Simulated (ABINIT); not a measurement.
# La2O3 (P321) in ABINIT: reference runs

Reference runs on La2O3: the cell as given.

All numbers are computed with ABINIT 10.8.3 (patched build); they aren't measurements. Logs are shortened: lines on timing, memory, paths and dates and some standing lists are left out, and cuts for length are marked. The log counts tension as positive stress, the text compression.

## (1) The structure

The structure is trigonal, space group P321 (No. 150). Conventional cell: a = 6.370 Å, b = 6.370 Å, c = 3.290 Å, α = 90.00°, β = 90.00°, γ = 120.00°. La (site symmetry 3) has 6 O at 2.46 to 2.47 Å as nearest neighbours. Around O (site symmetry 2) lie 4 La at 2.46 to 2.47 Å.

The cell comes from a database or a generator and needn't be the stable form of this composition.

## (2) Single point, PBE

The input, run.abi:

```
# Pseudopotentials
pp_dirpath "./"
pseudos "La.GGA_PBE-JTH.xml, O.GGA_PBE-JTH.xml"

# Structure
acell 6.3702727145 6.3702727145 3.2898942108 Angstrom
rprim
     1.0000000000     0.0000000000     0.0000000000
    -0.5000000000     0.8660254038     0.0000000000
     0.0000000000     0.0000000000     1.0000000000
ntypat 2
znucl 57 8
natom 5
typat 1 1 2 2 2
xcart
     3.1851363576     1.8389393331     1.6387061761
    -0.0000000003     3.6778786667     1.6511880347
     3.2144842036     0.0000000000     0.0000000000
    -1.6072421018     2.7838249804     0.0000000000
     1.5778942555     2.7329930194     0.0000000000 Angstrom

# Plane-wave basis
ecut 23.0
pawecutdg 45.0
pawxcdev 0

# k points
kptopt 1
ngkpt 5 5 8
nshiftk 1
shiftk 0.0 0.0 0.0

# Exchange and correlation
ixc 11

# Bands and occupations
nband 27
occopt 3
tsmear 0.05 eV

# SCF cycle
nstep 100
tolvrs 1.0e-9

# Output
iomode 3
prtwf 0
prtden 0
prteig 0
prtebands 0
enunit 2
prtvol 2
```

Potentials or basis: JTH PAW PBE v2.0.

On the command line:

```sh
> abinit run.abi > log 2>&1
```

run.abo:

```text
.Version 10.8.3 of ABINIT
 Symmetries : space group P3 2 1 (#150); Bravais hP (primitive hexag.)
================================================================================
 Values of the parameters that define the memory need of the present run
     intxc =       0    ionmov =       0      iscf =      17    lmnmax =      32
     lnmax =       8     mgfft =      54  mpssoang =       4    mqgrid =    3149
     natom =       5  nloc_mem =       2    nspden =       1   nspinor =       1
    nsppol =       1      nsym =       6    n1xccc =       1    ntypat =       2
    occopt =       3   xclevel =       2
       mpw =        4136          nfft =       87480          nkpt =          31
 PAW method is used; the additional fine FFT grid is defined by:
   mgfftf=        75    nfftf =    225000
================================================================================
================================================================================

--------------------------------------------------------------------------------
------------- Echo of variables that govern the present computation ------------
--------------------------------------------------------------------------------
 -outvars: echo values of preprocessed input variables --------
            acell      1.2038070778E+01  1.2038070778E+01  6.2169990416E+00 Bohr
              amu      1.38905500E+02  1.59994000E+01
             ecut      2.30000000E+01 Hartree
           enunit           2
              ixc          11
         kptrlatt        5    0    0      0    5    0      0    0    8
          kptrlen      4.97359923E+01
            natom           5
            nband          27
            ngfft          54      54      30
          ngfftdg          75      75      40
             nkpt          31
            nstep         100
             nsym           6
           ntypat           2
           occopt           3
        pawecutdg      4.50000000E+01 Hartree
         pawxcdev           0
           prtden           0
        prtebands           0
           prteig           0
           prtvol           2
            prtwf           0
            rprim      1.0000000000E+00  0.0000000000E+00  0.0000000000E+00
                      -5.0000000000E-01  8.6602540380E-01  0.0000000000E+00
                       0.0000000000E+00  0.0000000000E+00  1.0000000000E+00
          spgroup         150
           tolvrs      1.00000000E-09
           tsmear      1.83746611E-03 Hartree
            typat      1  1  2  2  2
           useylm           1
           xangst      3.1851363573E+00  1.8389393333E+00  1.6387061761E+00
                       2.4999573682E-11  3.6778786665E+00  1.6511880347E+00
                       3.2144842036E+00 -4.5491865961E-11  7.3050326028E-16
                      -1.6072421018E+00  2.7838249804E+00  7.3050326028E-16
                       1.5778942555E+00  2.7329930194E+00  7.3050326028E-16
            xcart      6.0190353889E+00  3.4750917020E+00  3.0967058737E+00
                       4.7242347523E-11  6.9501834041E+00  3.1202931680E+00
                       6.0744947809E+00 -8.5967167624E-11  1.3804510960E-15
                      -3.0372473904E+00  5.2606667954E+00  1.3804510960E-15
                       2.9817879985E+00  5.1646083107E+00  1.3804510960E-15
             xred      6.6666666667E-01  3.3333333333E-01  4.9810300001E-01
                       3.3333333333E-01  6.6666666666E-01  5.0189699999E-01
                       5.0460699999E-01 -8.2460334857E-12  2.2204460493E-16
                      -1.9856338795E-13  5.0460699998E-01  2.2204460493E-16
                       4.9539300001E-01  4.9539300000E-01  2.2204460493E-16
            znucl       57.00000    8.00000

================================================================================

 chkinp: Checking input parameters for consistency.

================================================================================
== DATASET  1 ==================================================================

--- !DatasetInfo
iteration_state: {dtset: 1, }
dimensions: {natom: 5, nkpt: 31, mband: 27, nsppol: 1, nspinor: 1, nspden: 1, mpw: 4136, }
cutoff_energies: {ecut:  23.0, pawecutdg:  45.0, }
electrons: {nelect:   4.00000000E+01, charge:   0.00000000E+00, occopt:   3.00000000E+00, tsmear:   1.83746611E-03, }
meta: {optdriver: 0, ionmov: 0, optcell: 0, iscf: 17, paral_kgb: 0, }
...

[... 613 lines left out ...]
   2.00000    2.00000    2.00000    2.00000    2.00000    2.00000    2.00000    2.00000
   2.00000    2.00000    2.00000    2.00000    2.00000    2.00000    2.00000    2.00000
   2.00000    2.00000    2.00000    2.00000    0.00000    0.00000    0.00000    0.00000
   0.00000    0.00000    0.00000
 kpt#  31, nband= 27, wtk=  0.03000, kpt=  0.4000  0.2000  0.5000 (reduced coord)
  -1.07549   -1.07445   -0.61108   -0.59944   -0.55237   -0.49924   -0.48704   -0.47967
  -0.46797   -0.46613   -0.44717   -0.06470   -0.04250   -0.03612   -0.03369   -0.03116
  -0.02477   -0.01844    0.00996    0.01047    0.19319    0.19425    0.19573    0.19693
   0.19932    0.20075    0.20460
      occupation numbers for kpt#  31
   2.00000    2.00000    2.00000    2.00000    2.00000    2.00000    2.00000    2.00000
   2.00000    2.00000    2.00000    2.00000    2.00000    2.00000    2.00000    2.00000
   2.00000    2.00000    2.00000    2.00000    0.00000    0.00000    0.00000    0.00000
   0.00000    0.00000    0.00000
 Fermi (or HOMO) energy (eV) =   1.72305   Average Vxc (eV)=  -8.44114
 Eigenvalues (   eV  ) for nkpt=  31  k points:
 kpt#   1, nband= 27, wtk=  0.00500, kpt=  0.0000  0.0000  0.0000 (reduced coord)
 -29.65320  -29.46384  -16.43763  -16.43763  -14.85664  -13.18622  -13.18622  -12.43732
 -12.12873  -11.43343  -11.43343   -2.21057   -1.10620   -1.10620   -0.90925   -0.90925
  -0.02512   -0.02512    0.26956    0.47840    2.52868    4.39178    4.90688    4.90688
   5.66774    5.67897    5.69625
 kpt#   2, nband= 27, wtk=  0.03000, kpt=  0.2000  0.0000  0.0000 (reduced coord)
 -29.63780  -29.48018  -16.44249  -16.34511  -15.07559  -13.16262  -12.94981  -12.41285
 -12.15597  -11.55642  -11.45353   -2.05983   -1.10701   -0.99155   -0.96527   -0.83607
  -0.25469   -0.02575    0.15804    0.32387    2.79645    4.61464    4.86833    4.99148
   5.63390    5.68409    5.69520
 kpt#   3, nband= 27, wtk=  0.03000, kpt=  0.4000  0.0000  0.0000 (reduced coord)
 -29.60164  -29.51783  -16.45028  -16.11933  -15.45907  -13.12335  -12.50620  -12.35515
 -12.21794  -11.86330  -11.48719   -1.72135   -1.10840   -1.02373   -0.73418   -0.70998
  -0.66215   -0.13675   -0.01463    0.03561    3.42852    4.53848    5.08934    5.12140
   5.42947    5.65756    5.72760
 kpt#   4, nband= 27, wtk=  0.03000, kpt=  0.2000  0.2000  0.0000 (reduced coord)
 -29.61064  -29.50854  -16.45088  -16.17296  -15.37714  -13.12239  -12.62360  -12.36956
[... 123 lines left out ...]
 kpt#  29, nband= 27, wtk=  0.03000, kpt=  0.4000  0.0000  0.5000 (reduced coord)
 -29.28193  -29.22076  -16.78231  -16.08446  -15.03005  -13.56711  -13.35445  -13.09786
 -12.94367  -12.70571  -11.86156   -1.85739   -1.29027   -1.28284   -0.87839   -0.63051
  -0.61519   -0.32468    0.34039    0.34593    5.23874    5.25916    5.30196    5.30797
   5.40261    5.44211    5.53681
 kpt#  30, nband= 27, wtk=  0.03000, kpt=  0.2000  0.2000  0.5000 (reduced coord)
 -29.28853  -29.21401  -16.84091  -15.97608  -15.03011  -13.56925  -13.37093  -13.25813
 -12.92699  -12.70363  -11.73870   -1.87508   -1.47969   -1.34657   -0.80116   -0.63478
  -0.41698   -0.35793    0.36825    0.40629    5.23050    5.23274    5.30891    5.33538
   5.40462    5.40690    5.55804
 kpt#  31, nband= 27, wtk=  0.03000, kpt=  0.4000  0.2000  0.5000 (reduced coord)
 -29.26568  -29.23721  -16.62840  -16.31153  -15.03070  -13.58495  -13.25302  -13.05241
 -12.73405  -12.68399  -12.16807   -1.76047   -1.15637   -0.98300   -0.91662   -0.84783
  -0.67393   -0.50165    0.27102    0.28496    5.25699    5.28575    5.32606    5.35872
   5.42384    5.46274    5.56757
 Total charge density [el/Bohr^3]
)     Maximum=    1.0512E+00  at reduced coord.    0.0000    0.5067    0.0000
)Next maximum=    1.0512E+00  at reduced coord.    0.4933    0.4933    0.0000
)     Minimum=   -1.4445E-02  at reduced coord.    0.6667    0.3333    0.5000
)Next minimum=   -1.4445E-02  at reduced coord.    0.3333    0.6667    0.5000
   Integrated=    4.0000E+01

--- !EnergyTerms
iteration_state     : {dtset: 1, }
comment             : Components of total free energy in Hartree
kinetic             :  4.24895613040910E+01
hartree             :  4.00530849194313E+01
xc                  : -2.99767375292177E+01
Ewald energy        : -7.10642419230491E+01
psp_core            :  7.22220880092058E+00
local_psp           : -1.07602754947667E+02
PAW spherical_terms :  6.06719132369121E+00
internal            : -1.12811688051800E+02
'-kT*entropy'       : -6.61343078145188E-11
total_energy        : -1.12811688051866E+02
total_energy_eV     : -3.06976241664045E+03
...

--- !EnergyTermsDC
iteration_state     : {dtset: 1, }
comment             : '"Double-counting" decomposition of free energy'
band_energy         : -1.38408678268132E+01
Ewald energy        : -7.10642419230491E+01
psp_core            :  7.22220880092058E+00
xc_dc               : -4.14138686808561E+01
PAW spherical_terms :  6.28508346186442E+00
internal            : -1.12811686167933E+02
'-kT*entropy'       : -6.61343078145188E-11
total_energy_dc     : -1.12811686168000E+02
total_energy_dc_eV  : -3.06976236537783E+03
...

--- !EnergyTermsWithPAWCore
iteration_state     : {dtset: 1, }
comment             : 'Components of total free energy, including PAW core contributions'
Total energy        : -1.72130615294802E+04
Total energy DC     : -1.72130615275963E+04
Total energy (eV)   : -4.68391265754522E+05
Total energy DC (eV): -4.68391265703260E+05
...

 Cartesian components of stress tensor (hartree/bohr^3)
  sigma(1 1)= -1.28445219E-05  sigma(3 2)=  0.00000000E+00
  sigma(2 2)= -1.28445222E-05  sigma(3 1)=  0.00000000E+00
  sigma(3 3)= -1.80912729E-05  sigma(2 1)=  0.00000000E+00

-Cartesian components of stress tensor (GPa)         [Pressure=  4.2935E-01 GPa]
- sigma(1 1)= -3.77898880E-01  sigma(3 2)=  0.00000000E+00
- sigma(2 2)= -3.77898890E-01  sigma(3 1)=  0.00000000E+00
- sigma(3 3)= -5.32263626E-01  sigma(2 1)=  0.00000000E+00

== END DATASET(S) ==============================================================
================================================================================

 -outvars: echo values of variables after computation  --------
            acell      1.2038070778E+01  1.2038070778E+01  6.2169990416E+00 Bohr
           etotal     -1.1281168617E+02
            fcart      7.1576790610E-28 -2.1684041383E-20  2.8071642923E-04
                      -0.0000000000E+00 -2.1684045103E-20 -2.8071642923E-04
                      -7.7623867214E-04  2.2230522090E-21 -0.0000000000E+00
                       3.8811933607E-04 -6.7224240946E-04 -0.0000000000E+00
                       3.8811933607E-04  6.7224240946E-04 -0.0000000000E+00
            rprim      1.0000000000E+00  0.0000000000E+00  0.0000000000E+00
                      -5.0000000000E-01  8.6602540380E-01  0.0000000000E+00
                       0.0000000000E+00  0.0000000000E+00  1.0000000000E+00
           strten     -1.2844521872E-05 -1.2844522204E-05 -1.8091272919E-05
                       0.0000000000E+00  0.0000000000E+00  0.0000000000E+00
           xangst      3.1851363573E+00  1.8389393333E+00  1.6387061761E+00
                       2.4999573682E-11  3.6778786665E+00  1.6511880347E+00
                       3.2144842036E+00 -4.5491865961E-11  7.3050326028E-16
                      -1.6072421018E+00  2.7838249804E+00  7.3050326028E-16
                       1.5778942555E+00  2.7329930194E+00  7.3050326028E-16
             xred      6.6666666667E-01  3.3333333333E-01  4.9810300001E-01
                       3.3333333333E-01  6.6666666666E-01  5.0189699999E-01
                       5.0460699999E-01 -8.2460334857E-12  2.2204460493E-16
                      -1.9856338795E-13  5.0460699998E-01  2.2204460493E-16
                       4.9539300001E-01  4.9539300000E-01  2.2204460493E-16
 Calculation completed.
```

Run time: 6 min. Hardware: 1 thread of Arm Neoverse N1, shared host; peak memory 0.28 GiB.

What came out:

```yaml
Free_energy: -3069.7624 eV
Pressure: 0.4 GPa
Largest_force: 0.040 eV/Å
Band_gap_on_the_k_mesh: 1.61 eV, indirect (least direct gap 2.05 eV)
Valence_electrons_inside_the_program's_atomic_spheres: La 7.97; O 4.52
```

Forces on the atoms (eV/Å):
```
La   0.000  0.000  0.014
La   0.000  0.000 -0.014
O   -0.040  0.000  0.000
O    0.020 -0.035  0.000
O    0.020  0.035  0.000
```

Stress tensor (GPa, compression positive):
```
0.38 0.00 0.00
0.00 0.38 0.00
0.00 0.00 0.53
```

Levels at points of the mesh, in eV from the valence-band top:
```csv
k point,band 18,band 19,band 20,band 21,band 22,band 23
"(0.00, 0.00, 0.00)",-0.94,-0.65,-0.44,1.61,3.48,3.99
"(0.00, 0.00, 0.50)",-1.09,-0.26,0.00,4.27,4.31,4.36
```

Caveat: spin-orbit coupling is left out, which moves the levels of the heavy elements; an odd mesh through Γ misses points on the zone boundary, where band edges often lie.
